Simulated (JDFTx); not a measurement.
## PbS: equation of state with PBEsol

Crystal: PbS.

```
CELL_PARAMETERS angstrom
2.11266 1.21975 3.45192
-2.11266 1.21975 3.45192
0.00000 -2.43949 3.45192
ATOMIC_POSITIONS crystal
Pb 0.98057 0.98057 0.98057
S 0.47504 0.47504 0.47504
```

The cell is a database's computed one.

- Program: JDFTx 1.7.0 (patched build)
- Task: equation of state
- Functional: PBEsol
- Potentials or basis: PseudoDojo-SR-PBEsol-0.4.1-standard with smoothed tails
- Cutoff: 762 eV
- Density cutoff: 6095 eV
- k mesh: 8 × 8 × 8
- Occupations: fermi-dirac, width 0.05 eV
- Spin: no spin polarisation
- Local potential set to -Z/r beyond: 6 bohr
- Bands: 16
- Density cutoff over wavefunction cutoff: 8
- Max SCF steps: 100
- SCF threshold on the energy: 1e-09 Ha
- Solver of the electrons: scf

```json
{
  "Equilibrium volume": "25.74 Å³/atom",
  "Bulk modulus at fixed shape and positions": "59 GPa",
  "Pressure derivative of the bulk modulus": "4.2"
}
```

Energy against volume, from the lowest point:
```
volume (Å³/atom)  energy (meV/atom)
          25.085               3.14
          25.618               0.00
          26.152               1.06
          26.686               5.92
          27.220              14.18
          27.753              25.49
          28.287              39.53
```

Caveat: the cell was scaled at fixed shape and fractional positions, which overstates the stiffness of a crystal with free parameters, most of all of layers and chains. Spin-orbit coupling is left out, which matters for the levels of Pb.
